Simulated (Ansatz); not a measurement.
**Ionic part of the dielectric constant of TiO2, mode by mode**

All numbers below come from Ansatz, DFT PBE+D3(BJ), scalar-relativistic, plane waves, PAW. Plane waves to 420 eV; Γ-centred k mesh 8×8×6; fixed occupations. No spin polarisation. Phonons by linear response, acoustic sum rule imposed.

Space group C2/m (No. 12), monoclinic, a = 8.995 Å, b = 2.988 Å, c = 5.160 Å, β = 100.2°. Ti is surrounded by 3 O at 1.86–1.91 Å and 3 O at 2.06–2.11 Å; O on its first site is surrounded by 1 Ti at 1.86 Å and 2 Ti at 2.06 Å; around O on its second site lie 2 Ti at 1.91 Å and 1 Ti at 2.11 Å.

The cell was found from a structure generator's guess, not taken from experiment.

The primitive cell has V = 68.25 Å³ and ε∞,xx = 3.274. Each polar mode adds Δε = (4.92064×10⁷/V)·S/ν² along x, with S its oscillator strength in e²/amu, ν in cm⁻¹ and V in Å³.

Q: From these modes, find each Δε and ε0,xx.
```csv
ν (cm⁻¹),S_xx (e²/amu)
212.55,0.09313
491.46,0.4864
520.23,0.01603
672.48,0.01558
```

A:
```json
{"ν (cm⁻¹)": "212.55", "Δε": "1.49"}
{"ν (cm⁻¹)": "491.46", "Δε": "1.45"}
{"ν (cm⁻¹)": "520.23", "Δε": "0.04"}
{"ν (cm⁻¹)": "672.48", "Δε": "0.02"}
```

The sum is 3.00, so ε0,xx = 6.27; the run's tensor has 6.28.

Q: Where do the longitudinal modes lie for a wave vector along x?

A: At 240.68, 519.06, 597.31, 678.23 cm⁻¹. The Lyddane–Sachs–Teller product Π(ν_LO/ν_TO)² = 1.92 agrees with ε0/ε∞ = 1.92.
